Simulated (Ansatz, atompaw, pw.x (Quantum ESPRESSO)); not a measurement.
# pw.x on bcc Ca: one setting changed

Potential: PAW, atompaw 4.2.0.5, PBE; core [Ne], reference 3s2 3p6 3d0 4s1.5 4p0.5; waves: 3s (bound): rc 1.60 bohr; 4s (bound): rc 1.70 bohr; 3p (bound): rc 1.65 bohr; 4p (bound): rc 2.70 bohr; 3d (bound, empty): rc 2.70 bohr; 3d channel at 0.1 Ry: rc 2.70 bohr; local part: troulliermartins scheme with l = 3 at 0 Ry, radius 2.65 bohr; core correction: smooth core density matched at 2.48 bohr; augmentation: sinc compensation charge, radius 2.70 bohr; PAW radius 2.70 bohr; waves and projectors: custom rrkj gramschmidtortho.

The reference run (k-mesh 11³, cutoffs 60/600 Ry, Fermi–Dirac 0.01 Ry, mixing_beta 0.4, conv_thr 1e-9, no spin) gives -0.03 GPa at 42.182 Å³/atom, where all-electron LAPW gives 0.00 GPa. This run, with its own iteration cap, changes degauss to 0.005.

```
&control
  calculation='scf', prefix='x', pseudo_dir='./', outdir='./tmp', tstress=.true., disk_io='none'
/
&system
  ibrav=0, nat=1, ntyp=1, ecutwfc=60, ecutrho=600, nbnd=12,
  occupations='smearing', smearing='fd', degauss=0.005
/
&electrons
  conv_thr=1e-09, mixing_beta=0.4, electron_maxstep=60
/
ATOMIC_SPECIES
Ca 1.0 Ca.UPF
CELL_PARAMETERS angstrom
  -2.19291800 2.19291800 2.19291800
  2.19291800 -2.19291800 2.19291800
  2.19291800 2.19291800 -2.19291800
ATOMIC_POSITIONS crystal
Ca 0.0000 0.0000 0.0000
K_POINTS automatic
11 11 11 0 0 0
```

```bash
pw.x < Ca.scf.in > Ca.scf.out
```

Question: How does the run end?

Answer: It converges in 10 iterations; the free energy moves by +33.3 meV/atom and the pressure by +0.00 GPa. In a metal, with Fermi–Dirac smearing, F lies below its zero-width value by a term in the square of the width.

```
Message from routine setup:
     using ibrav=0 with symmetry is DISCOURAGED, use correct ibrav instead
     lattice parameter (alat)  =       7.1776  a.u.
     unit-cell volume          =     284.6582 (a.u.)^3
     number of electrons       =        10.00
     number of Kohn-Sham states=           12
     kinetic-energy cutoff     =      60.0000  Ry
     charge density cutoff     =     600.0000  Ry
     scf convergence threshold =      1.0E-09
     Exchange-correlation= SLA PW PBX PBC
     number of k points=    56  Fermi-Dirac smearing, width (Ry)=  0.0050
     iteration #  1     ecut=    60.00 Ry     beta= 0.40
     total energy              =    -133.51878782 Ry
     estimated scf accuracy    <       0.00785408 Ry
     iteration #  2     ecut=    60.00 Ry     beta= 0.40
     total energy              =    -133.51929529 Ry
     estimated scf accuracy    <       0.00083596 Ry
     iteration #  3     ecut=    60.00 Ry     beta= 0.40
     total energy              =    -133.52057442 Ry
     estimated scf accuracy    <       0.00016108 Ry
     [... 4 iterations left out ...]
     iteration #  8     ecut=    60.00 Ry     beta= 0.40
     total energy              =    -133.52059307 Ry
     estimated scf accuracy    <       0.00000001 Ry
     iteration #  9     ecut=    60.00 Ry     beta= 0.40
     total energy              =    -133.52059310 Ry
     estimated scf accuracy    <          2.1E-09 Ry
     iteration # 10     ecut=    60.00 Ry     beta= 0.40
     the Fermi energy is     4.7507 ev
!    total energy              =    -133.52059311 Ry
     estimated scf accuracy    <          7.8E-10 Ry
     smearing contrib. (-TS)   =      -0.00174360 Ry
     The total energy is F=E-TS. E is the sum of the following terms:
     one-electron contribution =     -37.26995066 Ry
     hartree contribution      =      23.20271965 Ry
     xc contribution           =     -10.67017888 Ry
     ewald contribution        =     -43.90951706 Ry
     one-center paw contrib.   =     -64.87192256 Ry
     convergence has been achieved in  10 iterations
          total   stress  (Ry/bohr**3)                   (kbar)     P=       -0.23
     Message from routine punch:
     Nothing written, as per user request (disk_io='none')
```

The run took about 17 s on one core of a shared host (AMD EPYC 9R45 96-Core Processor, 96 threads, 376 GiB, load 55).
